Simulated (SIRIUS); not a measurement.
# W (Fm-3m) in SIRIUS: reference runs, part 2 of 2

SIRIUS 7.10.0. Earlier steps stand in the parts before.

### 7 Single point, PBEsol, 17.40 Å³/atom (volume scaled by 1.04)

Input file sirius.json:

```json
{
  "control": {
    "processing_unit": "cpu",
    "verbosity": 2,
    "num_bands_to_print": 14,
    "print_forces": true,
    "print_stress": true
  },
  "parameters": {
    "electronic_structure_method": "pseudopotential",
    "xc_functionals": ["XC_GGA_X_PBE_SOL", "XC_GGA_C_PBE_SOL"],
    "gk_cutoff": 8.7,
    "pw_cutoff": 17.4,
    "ngridk": [11, 11, 11],
    "shiftk": [0, 0, 0],
    "smearing": "fermi_dirac",
    "smearing_width": 0.0018374661,
    "num_bands": 14,
    "num_mag_dims": 0,
    "num_dft_iter": 100,
    "energy_tol": 1e-08,
    "density_tol": 1e-06
  },
  "iterative_solver": {
    "type": "davidson",
    "min_tolerance": 1e-09,
    "tolerance_scale": [0.1, 0.25]
  },
  "mixer": {
    "type": "anderson",
    "beta": 0.7,
    "max_history": 8
  },
  "settings": {
    "tol_ne": 1e-10,
    "pseudo_grid_cutoff": 6.5
  },
  "unit_cell": {
    "lattice_vectors": [
      [0.0, 0.707106781187, 0.707106781187],
      [0.707106781187, 0.0, 0.707106781187],
      [0.707106781187, 0.707106781187, 0.0]
    ],
    "lattice_vectors_scale": 5.4965183547,
    "atom_coordinate_units": "lattice",
    "atom_types": ["W"],
    "atom_files": {
      "W": "W.json"
    },
    "atoms": {
      "W": [
        [0.0, 0.0, 0.0]
      ]
    }
  }
}
```

Potentials or basis: PseudoDojo 0.4.1 PBEsol standard (scalar relativistic).

Launch:

```console
$ upf_to_json W.upf
$ OMP_NUM_THREADS=1 sirius.scf --input=sirius.json --output=out.json --task=0
```

Output:

```text
[info] SIRIUS version : 7.10.0
[info] number of MPI ranks           : 1
[info] MPI grid                      : 1 1
[info] maximum number of OMP threads : 1
[fft] FFT context for density and potential
[fft] =====================================
[fft]   comm size                             : 1
[fft]   plane wave cutoff                     : 17.4
[fft]   grid size                             : 36 36 36   total : 46656
[fft]   grid limits                           : -17 18   -17 18   -17 18
[fft]   number of G-vectors within the cutoff : 5209
[fft]   local number of G-vectors             : 5209
[fft]   number of G-shells                    : 315
[fft] FFT context for coarse grid
[fft] =====================================
[fft]   comm size                             : 1
[fft]   plane wave cutoff                     : 17.4
[fft]   grid size                             : 36 36 36   total : 46656
[fft]   grid limits                           : -17 18   -17 18   -17 18
[fft]   number of G-vectors within the cutoff : 5209
[fft]   local number of G-vectors             : 5209
[fft]   number of G-shells                    : 315
[unit cell] lattice vectors
[unit cell]   a1 :       0.0000000000      3.8866254015      3.8866254015
[unit cell]   a2 :       3.8866254015      0.0000000000      3.8866254015
[unit cell]   a3 :       3.8866254015      3.8866254015      0.0000000000
[unit cell] reciprocal lattice vectors
[unit cell]   b1 :      -0.8083085785      0.8083085785      0.8083085785
[unit cell]   b2 :       0.8083085785     -0.8083085785      0.8083085785
[unit cell]   b3 :       0.8083085785      0.8083085785     -0.8083085785
[unit cell] unit cell volume :       117.42161515 [a.u.^3]
[unit cell] 1/sqrt(omega)    :         0.09228391
[unit cell] MT volume        :         0.00000000 ( 0.00%)
[unit cell] IT volume        :       117.42161515 (100.00%)
[unit cell] number of atom types : 1
[unit cell] type id : 0 symbol :  W mt_radius :  13.950000 num_atoms : 1
[unit cell] total number of atoms : 1
[unit cell] number of symmetry classes : 1
[unit cell] number of PAW atoms : 0
[unit cell] atom id  type id  class id             position                      vector_field
[unit cell] ------------------------------------------------------------------------------------------
[unit cell]      0        0        0      0.00000   0.00000   0.00000      0.00000   0.00000   0.00000
[... 284 lines left out ...]
[find] smearing (-TS)                 :      -0.00035460
[find] SCF correction                 :       0.00000759
[find] Total energy                   :     -75.80966199 (Ha),    -151.61932399 (Ry)
[find] Free energy (E-TS)             :     -75.81001659 (Ha),    -151.62003319 (Ry)
[find] band gap (eV)                  :       0.00000000
[find] Efermi                         :       0.72299193
[find] iteration : 9, RMS : 2.294036940729e-07, energy difference : 7.823160785847e-09
[find] Hartree energy of density residual : 1.982750333561e-12
[find] bands are converged : true
[find] iterative solver converged : true
[find] converged after 10 SCF iterations!
[find] Charges and magnetic moments
[find] --------------------------------------------------------------------------------
[find] total charge          : 14.000000
[find] Energy
[find] --------------------------------------------------------------------------------
[find] valence_eval_sum               :      -4.22101617
[find] <rho|V^{XC}>                   :     -11.32471930
[find] <rho|E^{XC}>                   :     -16.40821236
[find] <mag|B^{XC}>                   :       0.00000000
[find] <rho|V^{H}>                    :      17.40450927
[find] one-electron contribution      :     -10.30080614 (Ha),     -20.60161228 (Ry)
[find] hartree contribution           :       8.70225463
[find] xc contribution                :     -16.40821236
[find] ewald contribution             :     -57.80290571
[find] PAW contribution               :       0.00000000
[find] smearing (-TS)                 :      -0.00035460
[find] SCF correction                 :       0.00000759
[find] Total energy                   :     -75.80966199 (Ha),    -151.61932399 (Ry)
[find] Free energy (E-TS)             :     -75.81001659 (Ha),    -151.62003319 (Ry)
[find] band gap (eV)                  :       0.00000000
[find] Efermi                         :       0.72299193
[ground_state] === stress tensor components [kbar] ===
[ground_state] === stress_kin ===
[ground_state] -33680.310858    0.000000    0.000000
[ground_state]     0.000000-33680.310858   -0.000000
[ground_state]     0.000000   -0.000000-33680.310858
[ground_state] === stress_har ===
[ground_state] -7268.086510    0.000000    0.000000
[ground_state]     0.000000-7268.086510   -0.000000
[ground_state]     0.000000   -0.000000-7268.086510
[ground_state] === stress_ewald ===
[ground_state] 48276.744014   -0.000000    0.000000
[ground_state]    -0.00000048276.744014    0.000000
[ground_state]     0.000000    0.00000048276.744014
[ground_state] === stress_vloc ===
[ground_state] 23107.481553   -0.000000   -0.000000
[ground_state]    -0.00000023107.481553    0.000000
[ground_state]    -0.000000    0.00000023107.481553
[ground_state] === stress_xc ===
[ground_state] -12596.930903    0.000000    0.000000
[ground_state]     0.000000-12596.930903   -0.000000
[ground_state]     0.000000   -0.000000-12596.930903
[ground_state] === stress_core ===
[ground_state] 21852.198107   -0.000000   -0.000000
[ground_state]    -0.00000021852.198107    0.000000
[ground_state]    -0.000000    0.00000021852.198107
[ground_state] === stress_nonloc ===
[ground_state] -39473.468579    0.000000    0.000000
[ground_state]     0.000000-39473.468579   -0.000000
[ground_state]     0.000000   -0.000000-39473.468579
[ground_state] === stress_us_nl ===
[ground_state] -39473.468579    0.000000    0.000000
[ground_state]     0.000000-39473.468579   -0.000000
[ground_state]     0.000000   -0.000000-39473.468579
[ground_state] === stress_total ===
[ground_state]   217.626824   -0.000000    0.000000
[ground_state]    -0.000000  217.626824    0.000000
[ground_state]     0.000000    0.000000  217.626824
[ground_state] ==== total Forces in Ha/bohr =====
[ground_state] atom:    0, force:       0.0000000      0.0000000      0.0000000
[... 8 lines left out ...]
[ground_state] ==== Ewald forces from ions =====
[ground_state] atom:    0, force:       0.0000000      0.0000000      0.0000000
[~DFT_ground_state] local op. applied: 18770
[~DFT_ground_state] evp. work count: 5532.05
[~DFT_ground_state] number of iterative solver steps: 1617
```

Run time: 24 s. Hardware: 1 thread of Arm Neoverse V1, shared host; peak memory 0.29 GiB.

What came out:

```
Free energy            : -2062.8956 eV
Pressure               : -21.8 GPa
Band gap on the k mesh : none (metal or under the smearing width)
```

### 8 Single point, PBEsol, 17.73 Å³/atom (volume scaled by 1.06)

sirius.json, as its differences from that of step 7:

```diff
@@ -43,3 +43,3 @@
     ],
-    "lattice_vectors_scale": 5.4965183547,
+    "lattice_vectors_scale": 5.5315289695,
     "atom_coordinate_units": "lattice",
```

Launch:

```console
$ upf_to_json W.upf
$ OMP_NUM_THREADS=1 sirius.scf --input=sirius.json --output=out.json --task=0
```

Run time: 26 s. Hardware: 1 thread of Arm Neoverse V1, shared host; peak memory 0.3 GiB.

It converged, with:

* Free energy: -2062.8462 eV
* Pressure: -25.6 GPa
* Band gap on the k mesh: none (metal or under the smearing width)

### 9 Equation of state, PBEsol

Potentials or basis: PseudoDojo 0.4.1 PBEsol standard (scalar relativistic).

This step only gathers the single runs of the series.

What came out:

```
Equilibrium volume                      : 16.01 Å³/atom
Bulk modulus                            : 314 GPa
Pressure derivative of the bulk modulus : 4.5
```

Energy against volume, from the lowest point:
| volume (Å³/atom) | energy (meV/atom) |
| --- | --- |
| 15.727 | 4.87 |
| 16.062 | 0.00 |
| 16.396 | 8.56 |
| 16.731 | 29.16 |
| 17.065 | 60.50 |
| 17.400 | 101.43 |
| 17.735 | 150.87 |

The run has no spin-orbit coupling, so splittings on W are missing.

### 10 Single point, PBEsol (cell strained at random at fixed volume)

sirius.json, as its differences from that of step 8:

```diff
@@ -39,7 +39,6 @@
     "lattice_vectors": [
-      [0.0, 0.707106781187, 0.707106781187],
-      [0.707106781187, 0.0, 0.707106781187],
-      [0.707106781187, 0.707106781187, 0.0]
+      [0.022531204584, 3.795000915805, 3.839662703034],
+      [3.835596012414, 0.020907929843, 3.841285977775],
+      [3.881773359996, 3.842803427853, -0.025271307465]
     ],
-    "lattice_vectors_scale": 5.5315289695,
     "atom_coordinate_units": "lattice",
@@ -51,3 +50,3 @@
       "W": [
-        [0.0, 0.0, 0.0]
+        [-0.006753, -0.00874, 0.0141]
       ]
```

Launch:

```console
$ upf_to_json W.upf
$ OMP_NUM_THREADS=1 sirius.scf --input=sirius.json --output=out.json --task=0
```

Wall time 3.5 min (1 thread of Arm Neoverse V1, shared host); peak memory 1.5 GiB.

The run converged. Its results:

- Free energy: -2062.9720 eV
- Pressure: -12.5 GPa
- Band gap on the k mesh: none (metal or under the smearing width)

Stress tensor (GPa, compression positive):
```
-11.92   2.43  -0.73
  2.43 -14.30  -1.02
 -0.73  -1.02 -11.39
```

The run has no spin-orbit coupling, so splittings on W are missing.

### 11 Overview

```csv
task,cell,energy tol,density tol,mixer,mixing beta,max scf,gap on the mesh (eV),pressure (GPa)
single point,as given,1e-08 Ha,1e-06,anderson,0.7,100,none,-12.6
equation of state,as given,-,-,-,-,-,-,-
single point,cell strained at random at fixed volume,1e-08 Ha,1e-06,anderson,0.7,100,none,-12.5
```

Alike in all rows: level PBEsol; potentials or basis PseudoDojo 0.4.1 PBEsol standard (scalar relativistic); no spin polarisation; k mesh 11 × 11 × 11; cutoff (eV) 1030; smearing fermi-dirac 0.05 eV.

Absolute energies hang on the potentials; compare differences alone.
